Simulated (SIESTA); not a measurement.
# In: band structure with PBEsol

In:

```
In
1.0
    -1.88253    1.88253    1.88253
     1.88253   -1.88253    1.88253
     1.88253    1.88253   -1.88253
In
1
Direct
  0.00000 0.00000 0.00000
```

This isn't the form of In at room conditions, which is tetragonal.

```
Program             : SIESTA 5.4.2
Task                : band structure
Functional          : PBEsol
Potentials or basis : PseudoDojo 0.4 standard (PBEsol files, fully relativistic)
Basis               : DZP (energy shift 0.003 Ry; two zetas on semicore shells)
Grid cutoff         : 500 Ry
Energy shift        : 0.003 Ry
k mesh              : 8 × 8 × 8
Occupations         : fermi-dirac, width 0.05 eV
Spin                : non-collinear spin, zero start, spin-orbit coupling
Starting moments    : [[0.0, 0.0, 0.0]] μB
```

```json
{
 "Pressure": "-1.2 GPa",
 "Band gap on the k mesh": "none (metal or under the smearing width)",
 "Net moment": "0.00 μB per cell"
}
```

Levels at the corners of the path, in eV from the Fermi level:
```tsv
point	band 9	band 10	band 11	band 12	band 13	band 14	band 15	band 16
Γ	-14.12	-14.12	-9.55	-9.55	10.09	10.09	11.16	11.16
H	-13.91	-13.91	0.78	0.78	0.80	0.80	1.34	1.34
N	-13.97	-13.97	-4.04	-4.04	-3.26	-3.26	5.75	5.75
Γ	-14.12	-14.12	-9.55	-9.55	10.09	10.09	11.16	11.16
P	-14.11	-14.11	-2.40	-2.40	-0.23	-0.23	0.11	0.11
H	-13.91	-13.91	0.78	0.78	0.80	0.80	1.34	1.34
P	-14.11	-14.11	-2.40	-2.40	-0.23	-0.23	0.11	0.11
N	-13.97	-13.97	-4.04	-4.04	-3.26	-3.26	5.75	5.75
```

Moments on the atoms (μB; x, y, z):
```
In  0.00 0.00 0.00
```

Wall time 77 s on 1 thread of Arm Neoverse V2, on a shared host, peak memory 0.27 GiB.

Caveat: the basis of atomic orbitals isn't converged, which shifts pressures, moduli and gaps.
